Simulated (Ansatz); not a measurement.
SbPt: a prediction, then the measurements

Computed with Ansatz 0.2.0, DFT r2SCAN, scalar-relativistic, plane waves, PAW.

Settings: cutoff 500 eV, Γ-centred mesh 12×12×8 on the computed 4-atom cell, Gaussian smearing of 0.10 eV; no spin polarisation.

Relaxed structure, symmetry kept:

```
Sb Pt
1.0
     4.18204    0.00000    0.00000
    -2.09102    3.62175    0.00000
     0.00000    0.00000    5.51936
Sb Pt
2 2
Cartesian
  0.0000 2.4145 1.3798
  2.0910 1.2073 4.1395
  0.0000 0.0000 0.0000
  0.0000 0.0000 2.7597
```

```json
{"Space group": "P6_3/mmc (No. 194)", "Volume per atom": "20.90 Å³", "Formation energy from the elements' standard states (uncorrected)": "-0.428 eV/atom", "Generalised Kohn–Sham band gap": "none (metal)", "Density of states at the Fermi level": "1.73 states/eV per cell", "Löwdin character within 0.5 eV of the Fermi level": "Sb 5p 45 %, Pt 5d 37 %, Sb 5s 10 %, unprojected 4 %", "Bulk modulus": "137 GPa", "Its pressure derivative": "5.1", "Bader charges (e)": "Sb (2 in the cell) 0.70, Pt (2 in the cell) -0.70"}
```

Spin-orbit coupling is left out, which matters for the bands of heavy elements.

**The experiment to reproduce.**

A printed reference work, textbook reports, for a bulk crystal of SbPt: lattice constant a 4.13 Å.

Measured lattice constant a of SbPt: 4.13 Å (a printed reference work, textbook). This calculation gives 4.182 Å (+1.3 %). The measured value has few digits, which limits the comparison. The calculation is for 0 K without zero-point motion.